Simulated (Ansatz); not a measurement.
All numbers below come from DFT PBE+D3(BJ), scalar-relativistic, plane waves, PAW (Ansatz). All cells share a 420 eV cutoff and Γ-centred k meshes spaced at most about 0.3 Å⁻¹ (2π included). No spin polarisation.

Temperature and zero-point effects are left out.

Two relaxed structures of TiO2:

A.

```
Ti O
1.0
     4.49674   -1.49381    0.00000
     4.49674    1.49381    0.00000
    -0.89599    0.00000    5.08192
Ti O
2 4
Direct
  0.27345 0.27345 0.26237
  0.72655 0.72655 0.73763
  0.64299 0.64299 0.38116
  0.13899 0.13899 0.88506
  0.35701 0.35701 0.61884
  0.86101 0.86101 0.11493
```

B.

```
Ti O
1.0
     4.60817    0.00000    0.00000
     0.00000    4.60817    0.00000
     0.00000    0.00000    2.95426
Ti O
2 4
Cartesian
  0.0000 0.0000 0.0000
  2.3041 2.3041 1.4771
  1.4026 1.4026 0.0000
  0.9015 3.7067 1.4771
  3.2055 3.2055 0.0000
  3.7067 0.9015 1.4771
```

Question: Which form is favoured at zero pressure, and by what margin per atom?

Answer: B is lower, by 143 meV/atom. A has space group C2/m (No. 12), 11.4 Å³/atom and a gap of 2.73 eV on its mesh; B has the rutile type, space group P4_2/mnm (No. 136), 10.5 Å³/atom and a gap of 1.87 eV. In A, Ti is surrounded by 3 O at 1.86–1.91 Å and 3 O at 2.06–2.11 Å; around O on its first site lie 1 Ti at 1.86 Å and 2 Ti at 2.06 Å; around O on its second site lie 2 Ti at 1.91 Å and 1 Ti at 2.11 Å. In B, Ti has 6 O at 1.95–1.98 Å; around O lie 3 Ti at 1.95–1.98 Å. Origin: A, invented, then shaken at random and relaxed again; B, reached from a measured cell (COD), among other starts. The lowest form computed isn't among them: it has the anatase type, space group I4_1/amd (No. 141), 11.4 Å³/atom, is reached from a cell as deposited in COD and lies 9 meV/atom below the best shown. Checks on A: no imaginary mode at Γ (other wave vectors untested).

Kohn–Sham gaps at this level usually fall short of measured ones. Some structure types and database cells were kept out of the candidates from the start, so a known form may be missing.
